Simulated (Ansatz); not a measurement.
Crystal: As.

```
CELL_PARAMETERS angstrom
1.88080 1.08588 3.51406
-1.88080 1.08588 3.51406
0.00000 -2.17176 3.51406
ATOMIC_POSITIONS crystal
As 0.22600 0.22600 0.22600
As 0.77400 0.77400 0.77400
```

Base run:

* Program: Ansatz 0.2.0
* Functional: r2SCAN0 form with a typed share of exact exchange
* Potentials or basis: Ansatz PAW
* Cutoff: 500 eV (not typed: the program's choice for these potentials)
* k mesh: 5 × 5 × 5
* Occupations: fermi-dirac, width 0.05 eV
* Spin: no spin polarisation

Its results: band gap on the k mesh 1.55 eV, indirect (least direct gap 1.94 eV); pressure -1.7 GPa; largest force 0.409 eV/Å.

Task: After a change of settings the same cell gave: band gap on the k mesh 0.36 eV, indirect (least direct gap 0.74 eV); pressure 0.9 GPa; largest force 0.097 eV/Å. Which change was it?
A. share of exact exchange from 0.5 to 0.35
B. functional from r2SCAN0 form with a typed share of exact exchange to PBE; cutoff from 500 eV (not typed: the program's choice for these potentials) to 420 eV (not typed: the program's choice for these potentials); k mesh from 5 × 5 × 5 to 9 × 9 × 9
C. functional from r2SCAN0 form with a typed share of exact exchange to r2SCAN0; share of exact exchange from 0.5 to 0.25
D. share of exact exchange from 0.5 to 0.1

Result: D.

Caveats: odd divisions of the mesh miss points on the zone boundary, where band edges often lie, so the gap on the mesh can be too wide; the PAW data sets come from PBE, with cores solved anew for the run's functional, which leaves a small shift of forces and pressure; the thresholds are loose for stress.
